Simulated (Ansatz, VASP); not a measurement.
Given: the input of a run of Ansatz 0.2.0 on Ge (Germanium). 

The input input.yaml:

```yaml
crystal:
  lattice:
    - [0.0, 2.82891, 2.82891]
    - [2.82891, 0.0, 2.82891]
    - [2.82891, 2.82891, 0.0]
  atoms:
    - { symbol: Ge, position: [0.75, 0.75, 0.75] }
    - { symbol: Ge, position: [0.5, 0.5, 0.5] }
kpoints:
  mp_grid: { grid: [8, 8, 8] }
scf:
  occupations: { method: fermi_dirac, width: 0.05 }
hamiltonian:
  xc: revpbe
  dispersion: d4
  pseudopotentials: { kind: all_electron, lapw: { basis_error: 0.001 } }
output:
  forces: true
  stress: true
relax:
  f_tol: 0.01
  max_steps: 60
  cell: {}
```

Potentials or basis: all-electron LAPW, scalar-relativistic.

Launch:

```sh
$ ansatz run input.yaml --threads 1 --pin off --max-ram 3072MiB --backend cpu --events-out ev --progress --plain --runs-dir out
```

Problem. Set up the same calculation for VASP 6.6.1. Potentials or basis there: PBE PAW files Ge_d, 600 eV.

Solution. As run (cutoffs and basis follow the program's own potentials, and thresholds, step limits or extra output files can differ):

The input INCAR:

```
SYSTEM = Ge
PREC = Accurate ; ENCUT = 600
EDIFF = 1E-6 ; ISMEAR = -1
SIGMA = 0.05 ; LREAL = .False.
LASPH = .True. ; NELM = 100
ALGO = Fast ; ISIF = 3
LWAVE = .False. ; LCHARG = .False.
GGA = RE ; IVDW = 13
IBRION = 2 ; NSW = 60
EDIFFG = -0.005
```

The input KPOINTS:

```
regular mesh
0
Gamma
  8 8 8
  0 0 0
```

Contents of POSCAR:

```
Ge
1.0
    0.0000000000      2.8289100000      2.8289100000
    2.8289100000      0.0000000000      2.8289100000
    2.8289100000      2.8289100000      0.0000000000
Ge
2
Direct
    0.7500000000      0.7500000000      0.7500000000
    0.5000000000      0.5000000000      0.5000000000
```

Potentials or basis: VASP PAW PBE potentials, release 64 (Ge_d).

Launch:

```sh
$ cat potpaw_PBE.64/Ge_d/POTCAR > POTCAR
$ mpirun -np 1 vasp_std > vasp.out
```

Both were run:

|  | Ansatz | VASP |
| --- | --- | --- |
| Relaxed volume | 22.93 Å³/atom | 22.91 Å³/atom |
| Relaxed cell | a = 4.018 Å, b = 4.018 Å, c = 4.018 Å, α = 60.00°, β = 60.00°, γ = 60.00° | a = 4.017 Å, b = 4.017 Å, c = 4.017 Å, α = 60.00°, β = 60.00°, γ = 60.00° |
| Space group after relaxing | Fd-3m (No. 227) | Fd-3m (No. 227) |
| Pressure after relaxing | 0.0 GPa | 0.0 GPa |

VASP's potentials were made for PBE.

Where Ansatz's input types no cutoff or centring, it takes its own default and a Γ-centred mesh.

Pressure is positive in compression.
